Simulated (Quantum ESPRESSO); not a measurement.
A run of Quantum ESPRESSO 7.5:

Contents of pw.in:

```
&CONTROL
  calculation = 'scf'
  prefix = 'pwscf'
  outdir = './tmp'
  pseudo_dir = './pseudo'
  tprnfor = .true.
  tstress = .true.
  disk_io = 'nowf'
/
&SYSTEM
  ibrav = 0
  nat = 4
  ntyp = 2
  ecutwfc = 70
  nbnd = 30
  input_dft = 'vdw-df-cx0'
  occupations = 'fixed'
  nqx1 = 2
  nqx2 = 2
  nqx3 = 1
  ecutfock = 140
/
&ELECTRONS
  conv_thr = 1d-07
  electron_maxstep = 120
  mixing_beta = 0.5
  adaptive_thr = .true.
/
ATOMIC_SPECIES
Cd   112.4140 Cd_ONCV_PBE-1.2.upf
Se    78.9710 Se_ONCV_PBE-1.2.upf
CELL_PARAMETERS angstrom
   4.3000000000    0.0000000000    0.0000000000
  -2.1500000000    3.7239092363    0.0000000000
   0.0000000000    0.0000000000    7.0200000000
ATOMIC_POSITIONS angstrom
Cd     2.1500000002    1.2413030786    3.5100000000
Cd    -0.0000000002    2.4826061577    0.0000000000
Se     2.1500000002    1.2413030786    6.2127000000
Se    -0.0000000002    2.4826061577    2.7027000000
K_POINTS automatic
4 4 2 0 0 0
```

Potentials or basis: SG15 PBE 1.2.

Command:

```console
$ OMP_NUM_THREADS=1 mpirun -n 2 pw.x -in pw.in > pw.out
```

Hardware: 2 MPI ranks on Arm Neoverse N1 (shared host).

**Question.** Estimate the wall time of this run.

**Answer.** It took 4.9 min on 2 MPI ranks on Arm Neoverse N1 (shared host), peak memory 0.88 GiB a rank. Counts: scf iterations 11, k pools 1, bands 30, k points 8, g dense 60119.
